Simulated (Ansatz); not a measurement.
**BeTe (zincblende): gap against strain (uniaxial along z, other directions held)**

BeTe in the zincblende structure, relaxed with r2SCAN in Ansatz, then strained (uniaxial along z, other directions held; changes of length per length, axes as in the cell below) with the atoms relaxed again within the symmetry that is left. The symmetry is F-43m (No. 216, cubic); a = 5.657 Å in the conventional setting, 22.63 Å³ an atom. Be is surrounded by 4 Te at 2.45 Å; Te is surrounded by 4 Be at 2.45 Å. No spin polarisation and no zero-point or thermal motion.

```
Be Te
1.0
     0.00000    2.82862    2.82862
     2.82862    0.00000    2.82862
     2.82862    2.82862    0.00000
Be Te
1 1
Direct
  0.00000 0.00000 0.00000
  0.25000 0.25000 0.25000
```

Gaps are the least over each mesh (PBE 8×8×8, r2SCAN 8×8×8, HSE06 6×6×6 when unstrained) and the special points, which keep their unstrained names; stress is the change from the unstrained cell, compression positive.

```
strain (%)  gap, PBE (eV)  gap, r2SCAN (eV)  gap, HSE06 (eV)  edges, HSE06  stress along the strain, r2SCAN (GPa)  energy rise, r2SCAN (meV/atom)
     -3.04          1.700             2.043            2.360         Γ → X                                  +3.19                             6.8
     -1.95          1.816             2.163            2.481         Γ → X                                  +2.02                             2.8
       0.0          2.020             2.375            2.695         Γ → X                                   0.00                             0.0
      +2.0          1.988             2.340            2.662         Γ → X                                  -1.98                             2.8
     +4.01          1.958             2.307            2.631         Γ → X                                  -3.87                            11.1
     +4.71          1.948             2.296            2.620         Γ → X                                  -4.50                            15.3
      +5.0          1.944             2.292            2.616         Γ → X                                  -4.76                            17.2
```

Between zero and the nearest strains the slope of the HSE06 gap against strain is +0.109 eV per percent for negative and -0.016 for positive strain; it falls either way, as happens when edge states split or other valleys take over.

No spin-orbit coupling is included; it can move band edges with weight on the heavy atoms by tenths of an eV.

The meshes of the hybrids are coarse, so their gaps aren't converged to the digits shown.
